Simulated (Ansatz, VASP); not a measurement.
GaCo: VASP beside Ansatz

Contents of INCAR:

```
SYSTEM = GaCo
  PREC = Accurate
  ENCUT = 520
  EDIFF = 1E-7
  ISMEAR = 0
  SIGMA = 0.15
  LREAL = .False.
  LASPH = .True.
  NELM = 60
  ALGO = Fast
  ISIF = 2
  LWAVE = .False.
  LCHARG = .False.
  GGA = PS
  NBANDS = 18
```

The input KPOINTS:

```
Automatic mesh
0
Gamma
  16 16 16
  0 0 0
```

File POSCAR:

```
GaCo
1.0
    2.9984240000      0.0000000000      0.0000000000
    0.0000000000      2.9984240000      0.0000000000
    0.0000000000      0.0000000000      3.1137480000
Ga Co
1 1
Direct
    0.5000000000      0.5000000000      0.5000000000
    0.0000000000      0.0000000000      0.0000000000
```

Input for Ansatz:

```yaml
crystal:
  lattice:
    - [2.998424, 0.0, 0.0]
    - [0.0, 2.998424, 0.0]
    - [0.0, 0.0, 3.113748]
  atoms:
    - { symbol: Ga, position: [0.5, 0.5, 0.5] }
    - { symbol: Co, position: [0.0, 0.0, 0.0] }
basis:
  ecutwfc: 420
kpoints:
  mp_grid: { grid: [16, 16, 16] }
hamiltonian:
  xc: pbesol
scf:
  occupations: { method: gaussian, width: 0.15 }
output:
  forces: true
  stress: true
  eigenvalues: true
  write_density: true
  write_potential: true
  elf: true
  volumetric_format: npy
```

Change from the starting cell: strain +0.040 along x and y, +0.080 along z, atoms carried along.

Alike in both runs: task single point; functional PBEsol; k mesh 16 × 16 × 16; occupations gaussian, width 0.15 eV; no spin polarisation.

|  | VASP | Ansatz |
| --- | --- | --- |
| version | VASP 6.6.1 | Ansatz 0.2.0 |
| potentials or method | VASP PAW PBE potentials, release 64 (Ga_d, Co) | scalar-relativistic, plane waves, PAW |
| plane-wave cutoff (eV) | 520 | 420 |
| valence electrons in the cell | 22 | 30 |

VASP gave:

| Item | Value |
| --- | --- |
| gap on the k mesh at the Fermi level (eV) | none |
| pressure (GPa) | -24.6 |
| largest component of the traceless stress (GPa) | 0.38 |

Problem. Which values does Ansatz return?

Solution. gap on the k mesh at the Fermi level (eV): none; pressure (GPa): -24.8; largest component of the traceless stress (GPa): 0.36.

A gap of «none» marks a metal or a gap that the smearing closes. The functional is the same, so the differences come from potentials, cutoffs and numerics. The two sets of potentials don't hold the same shells in valence.

Caveats: so large a pressure means that the cell lies far from this level's equilibrium, or that cutoff or potentials fall short (VASP); the potentials were made for another functional, which shifts forces and pressure (VASP). Spin polarisation is off, so any magnetic state and its effect on volume and gap are missing.
